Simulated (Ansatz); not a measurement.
Relaxing Bi

All numbers below come from DFT PBE, scalar-relativistic, plane waves, PAW in Ansatz 0.2.0. Cutoff 420 eV, Γ-centred k mesh, Gaussian smearing, no spin polarisation in the final step.

Bi was placed on the samarium (9R) structure type (R-3m, No. 166), at a guessed volume.

```xyz
3
Lattice="1.9262 1.1121 9.3094 -1.9262 1.1121 9.3094 0.0000 -2.2242 9.3094" Properties=species:S:1:pos:R:3 pbc="T T T"
Bi    0.0000    0.0000    0.0000
Bi    0.0000    0.0000    6.2062
Bi    0.0000    0.0000   21.7219
```

Cell and atoms relax at zero pressure; the relaxation can't lower the symmetry of the start. After a coarse first stage the cell is made exact in the group found at 0.06 Å.

Energies count from the standard state of Bi at the same level.

(1) Describe the relaxed structure.

(2) What are its volume, energy, density and gap?

## Answers

(1) It keeps R-3m (No. 166). The result has the samarium (9R) structure. Conventional cell: a = 3.516 Å, c = 26.641 Å. Bi on Wyckoff site a (1 atom of the primitive cell) has 12 Bi at 3.52–3.62 Å; Bi on Wyckoff site c (2 atoms of the primitive cell) is coordinated by 12 Bi at 3.52–3.62 Å.

```xyz
3
Lattice="1.7582 1.0151 8.8803 -1.7582 1.0151 8.8803 0.0000 -2.0302 8.8803" Properties=species:S:1:pos:R:3 pbc="T T T"
Bi    0.0000    0.0000    0.0000
Bi    0.0000    0.0000    5.8856
Bi    0.0000    0.0000   20.7554
```

(2) The volume per atom is 31.70 Å³. The density is 10.95 g/cm³. The energy over the standard structure is 0.15 eV/atom. The gap on the 15×15×15 mesh is 0 eV (a metal).

The final run used a 15×15×15 mesh on its 3-atom cell and 0.10 eV smearing. The k mesh leaves about 4 meV/atom of noise in metals. Spin–orbit coupling is left out. Symmetry constrained the relaxation, so the result can be a saddle point.